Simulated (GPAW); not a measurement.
The system is MnO.

```xyz
2
Lattice="0.0000 2.2220 2.2220 2.2220 0.0000 2.2220 2.2220 2.2220 0.0000" Properties=species:S:1:pos:R:3 pbc="T T T"
Mn    0.0000    0.0000    0.0000
O     2.2220    2.2220    2.2220
```

Base run:

```yaml
Program: GPAW 26.7.0
Functional: r2SCAN
Potentials_or_basis: GPAW PAW data sets (gpaw-data 1.2.1)
Cutoff: 800 eV
Basis: pw
k_mesh: 7 × 7 × 7
Occupations: fermi-dirac, width 0.05 eV
Spin: collinear spin, ferromagnetic start
Starting_moments: "[4.0, 0.0] μB"
Hubbard_terms: Mn d U = 2 eV
```

Its results: band gap on the k mesh 0.45 eV, indirect (least direct gap 3.21 eV); pressure 5.4 GPa; net moment 5.00 μB per cell; site moments Mn +4.51; O +0.17 μB.

Problem. The run is repeated on the same cell with these changes: hubbard terms from Mn d U = 2 eV to Mn d U = 4 eV. What comes out?

Solution. Band gap on the k mesh 0.97 eV, indirect (least direct gap 3.25 eV); pressure 6.9 GPa; net moment 5.00 μB per cell; site moments Mn +4.57; O +0.14 μB.

Caveats: the PAW data sets were made with another functional, which shifts forces and pressure a little; an odd mesh through Γ misses points on the zone boundary, where band edges often lie; a cell with one magnetic atom can't hold antiferromagnetic order, which such compounds often take.

Not every run made on this cell is shown here.
